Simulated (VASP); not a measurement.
A run of VASP 6.6.1:

Contents of POSCAR:

```
SnO2
1.0
    5.1161500000      0.0000000000      0.0000000000
    0.0000000000      5.1161500000      0.0000000000
    0.0000000000      0.0000000000      5.1161500000
Sn O
4 8
Direct
    0.0000000000      0.5000000000      0.5000000000
    0.5000000000      0.5000000000      0.0000000000
    0.5000000000      0.0000000000      0.5000000000
    0.0000000000      0.0000000000      0.0000000000
    0.3391800000      0.1608200000      0.8391800000
    0.1608200000      0.8391800000      0.3391800000
    0.8391800000      0.3391800000      0.1608200000
    0.6608200000      0.6608200000      0.6608200000
    0.3391800000      0.3391800000      0.3391800000
    0.1608200000      0.6608200000      0.8391800000
    0.8391800000      0.1608200000      0.6608200000
    0.6608200000      0.8391800000      0.1608200000
```

INCAR.step1

```
  ALGO = Normal
  EDIFF = 1E-5
  ENCUT = 520
  GGA = PE
  ISIF = 2
  ISMEAR = 0
  LASPH = True
  LCHARG = False
  LREAL = False
  LWAVE = True
  NBANDS = 64
  NELM = 100
  PREC = Accurate
  SIGMA = 0.02
```

The input INCAR.step2:

```
  ALGO = Normal
  EDIFF = 1E-6
  ENCUT = 520
  ISIF = 2
  ISMEAR = 0
  ISTART = 1
  LASPH = True
  LCHARG = False
  LREAL = False
  LWAVE = False
  METAGGA = MBJ
  NBANDS = 64
  NELM = 100
  PREC = Accurate
  SIGMA = 0.02
```

KPOINTS

```
k-points
0
Gamma
  6 6 6
```

File KPOINTS_OPT:

```
path GXMGRX,MR
20
line-mode
reciprocal
 0.0000000000  0.0000000000  0.0000000000  G
 0.0000000000  0.5000000000  0.0000000000  X

 0.0000000000  0.5000000000  0.0000000000  X
 0.5000000000  0.5000000000  0.0000000000  M

 0.5000000000  0.5000000000  0.0000000000  M
 0.0000000000  0.0000000000  0.0000000000  G

 0.0000000000  0.0000000000  0.0000000000  G
 0.5000000000  0.5000000000  0.5000000000  R

 0.5000000000  0.5000000000  0.5000000000  R
 0.0000000000  0.5000000000  0.0000000000  X

 0.5000000000  0.5000000000  0.0000000000  M
 0.5000000000  0.5000000000  0.5000000000  R
```

Potentials or basis: VASP PAW PBE potentials, release 64 (Sn_d, O).

The run is started by

```bash
$ cat potpaw_PBE.64/Sn_d/POTCAR potpaw_PBE.64/O/POTCAR > POTCAR
$ cp INCAR.step1 INCAR
$ mpirun -np 1 vasp_std > vasp.out
$ cp INCAR.step2 INCAR
$ mpirun -np 1 vasp_std > vasp.out
```

Hardware: 1 thread of Intel(R) Xeon(R) 6975P-C (Granite Rapids), with other jobs on the host.

Estimate the wall time of this run.

Run time: 14 min on 1 thread of Intel(R) Xeon(R) 6975P-C (Granite Rapids) (shared host), peak memory 0.4 GiB. Counts: scf iterations 127, k points 24.
